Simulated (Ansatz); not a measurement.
Energy ranking of AlIn2As3 structures

The calculation used DFT PBE, scalar-relativistic, plane waves, PAW in Ansatz. Settings: cutoff 420 eV, Γ-centred meshes spaced at most about 0.3 Å⁻¹, and about 0.25 Å⁻¹ or finer for metals (2π included), Gaussian smearing. No spin polarisation.

Energies over the elements count from the elements' standard structures at the same level, with no fitted energy shifts.

Temperature and zero-point effects are left out. The comparison covers the computed candidates alone. For metals, differences of a few meV/atom aren't resolved. Kohn–Sham gaps at this level usually fall short of measured ones. The zero gap of P3m1, P6_3mc may come from the functional, which often closes small gaps. The reference form of As is held partly by dispersion forces, which this level lacks.

Invented guesses were relaxed alike, and ends that match in structure were merged. ΔE counts from the first row. Coordination counts As atoms around Al and In (those within 1.25 times the shortest such distance or 1.15 times the sum of covalent radii). The ends were matched against large subsets of the Crystallography Open Database and the Materials Project, so a missing match doesn't prove that a structure is unreported.

```json
{"#": "1", "reached from": "Al and In ordered on zinc blende sites", "type and space group": "I-4m2 (No. 119)", "atoms": "6", "Å³/atom": "27.4", "coordination": "Al 4, In 4", "ΔE (meV/atom)": "0", "gap on mesh (eV)": "0.11", "in databases": "no match"}
{"#": "2", "reached from": "Al and In ordered on zinc blende sites", "type and space group": "P3m1 (No. 156)", "atoms": "6", "Å³/atom": "27.4", "coordination": "Al 4, In 4", "ΔE (meV/atom)": "10", "gap on mesh (eV)": "0.00", "in databases": "no match"}
{"#": "3", "reached from": "Al and In ordered on wurtzite sites", "type and space group": "P6_3mc (No. 186)", "atoms": "12", "Å³/atom": "27.4", "coordination": "Al 4, In 4", "ΔE (meV/atom)": "18", "gap on mesh (eV)": "0.00", "in databases": "no match"}
```

The lowest: Space group I-4m2 (No. 119), tetragonal, a = 4.257 Å, c = 18.120 Å. Al has 4 As at 2.52 Å; In has 4 As at 2.65–2.66 Å; around As on a site of symmetry 2mm lie 2 Al at 2.52 Å and 2 In at 2.66 Å; As on a site of symmetry -4m2 is surrounded by 4 In at 2.65 Å. Its energy over the elements is −0.310 eV/atom. Whether it is stable depends on the other phases of the system, which aren't compared here. An observed structure of this formula, if there is one, may be missing.

```cif
data_structure
_symmetry_space_group_name_H-M 'I-4m2'
_symmetry_Int_Tables_number 119
_cell_length_a 4.2571
_cell_length_b 4.2571
_cell_length_c 18.1201
_cell_angle_alpha 90.000
_cell_angle_beta 90.000
_cell_angle_gamma 90.000
_cell_volume 328.39
loop_
_atom_site_label
_atom_site_type_symbol
_atom_site_symmetry_multiplicity
_atom_site_Wyckoff_symbol
_atom_site_fract_x
_atom_site_fract_y
_atom_site_fract_z
_atom_site_occupancy
Al1 Al 2 a 0.00000 0.00000 0.00000 1
In1 In 4 e 0.50000 0.50000 0.16248 1
As1 As 4 f 0.50000 0.00000 0.42600 1
As2 As 2 c 0.00000 0.50000 0.25000 1
```

The second: Space group P3m1 (No. 156), trigonal, a = 4.263 Å, c = 10.463 Å. Around Al lie 4 As at 2.47–2.57 Å; around In on its first site lie 4 As at 2.64–2.66 Å; In on its second site has 4 As at 2.64–2.68 Å; around As on its first site lie 1 Al at 2.47 Å and 3 In at 2.64 Å; 2 more sites not described. Counting As atoms around Al and In, the first and the second both have Al 4, In 4. Cells relaxed within their symmetry can be saddle points.

```cif
data_structure
_symmetry_space_group_name_H-M 'P 1'
_symmetry_Int_Tables_number 1
_cell_length_a 4.2628
_cell_length_b 4.2628
_cell_length_c 10.4625
_cell_angle_alpha 90.000
_cell_angle_beta 90.000
_cell_angle_gamma 120.000
_cell_volume 164.65
loop_
_atom_site_label
_atom_site_type_symbol
_atom_site_fract_x
_atom_site_fract_y
_atom_site_fract_z
_atom_site_occupancy
Al1 Al 0.00000 0.00000 0.00013 1
In1 In 0.33333 0.66667 0.67236 1
In2 In 0.66667 0.33333 0.32625 1
As1 As 0.00000 0.00000 0.76370 1
As2 As 0.33333 0.66667 0.41785 1
As3 As 0.66667 0.33333 0.06971 1
```

Some types were kept out of the candidates beforehand, so the set may lack a known form.
